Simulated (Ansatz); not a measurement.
Write a Python script for Ansatz 0.2.0 through its Python package that makes a calculation of the dielectric tensor and Born charges of InSe, space group R3m. Use: PBEsol, PAW, the default cutoff (420 eV here), 6×6×6 k-points, fixed occupations.

```
In Se
1.0
     2.00000    1.15470    8.44000
    -2.00000    1.15470    8.44000
     0.00000   -2.30940    8.44000
In Se
2 2
Direct
  0.00000 0.00000 0.00000
  0.11140 0.11140 0.11140
  0.61650 0.61650 0.61650
  0.82810 0.82810 0.82810
```

`eps_inse.py`:
```python
import argparse
import warnings

import ansatz
import numpy as np

parser = argparse.ArgumentParser(description="High-frequency dielectric tensor and Born charges of InSe.")
parser.add_argument("--xc", required=True, help="exchange-correlation functional")
parser.add_argument("--kgrid", type=int, nargs=3, required=True, help="k-point sampling")
parser.add_argument("--filling", required=True, help="how the bands are filled")
args = parser.parse_args()

warnings.simplefilter("ignore", ansatz.DeckWarning)

inse = (
    ansatz.Lattice.of((2.0, 1.154701, 8.44), (-2.0, 1.154701, 8.44), (0.0, -2.309401, 8.44))
    .atom("In", (0.0, 0.0, 0.0))
    .atom("In", (0.1114, 0.1114, 0.1114))
    .atom("Se", (0.6165, 0.6165, 0.6165))
    .atom("Se", (0.8281, 0.8281, 0.8281))
)

calc = inse.calculation()
calc = calc.functional(args.xc)
calc = calc.kpoints(*args.kgrid).occupations(args.filling)
calc = calc.dielectric()
done = calc.run(threads=1)
response = done.dielectric
eps = np.asarray(response.eps_inf)

values = np.linalg.eigvalsh(eps)
print("principal values of eps_inf:", np.round(values, 3))
print("refractive indices:", np.round(np.sqrt(values), 3))
for index, (site, z) in enumerate(zip(done.lattice.sites, response.zstar_e)):
    print("Born charge tensor of", site.symbol, index)
    print(np.round(z, 3) + 0.0)
print(f"charge neutrality missed by {response.zstar_sum_residual_pre_e:.4f} e before the sum rule")
```

```console
$ python eps_inse.py --xc PBEsol --kgrid 6 6 6 --filling fixed
principal values of eps_inf: [8.379 8.379 9.545]
refractive indices: [2.895 2.895 3.09 ]
Born charge tensor of In 0
[[2.36  0.    0.   ]
 [0.    2.36  0.   ]
 [0.    0.    1.207]]
Born charge tensor of In 1
[[2.406 0.    0.   ]
 [0.    2.406 0.   ]
 [0.    0.    1.142]]
Born charge tensor of Se 2
[[-2.391  0.     0.   ]
 [ 0.    -2.391  0.   ]
 [ 0.     0.    -1.214]]
Born charge tensor of Se 3
[[-2.375  0.     0.   ]
 [ 0.    -2.375  0.   ]
 [ 0.     0.    -1.135]]
charge neutrality missed by 0.0089 e before the sum rule
```

Of the deposited cell: the entry's cell lengths or inner coordinates differ somewhat from later room-temperature determinations. Averages over directions belong to no single polarisation, least of all in layered crystals. The starting cell is as deposited in a crystallographic database; the results hold for this polymorph, which needn't be the stable one. This is the electronic (clamped-ion) response; a semilocal gap that is too small tends to raise it. The typed mesh is that of the SCF; the response is solved on denser meshes that the run picks. It ran for 5.8 min on 1 thread of AMD EPYC 9B14 (Zen 4), with other jobs on the host, peak memory 2.2 GiB.
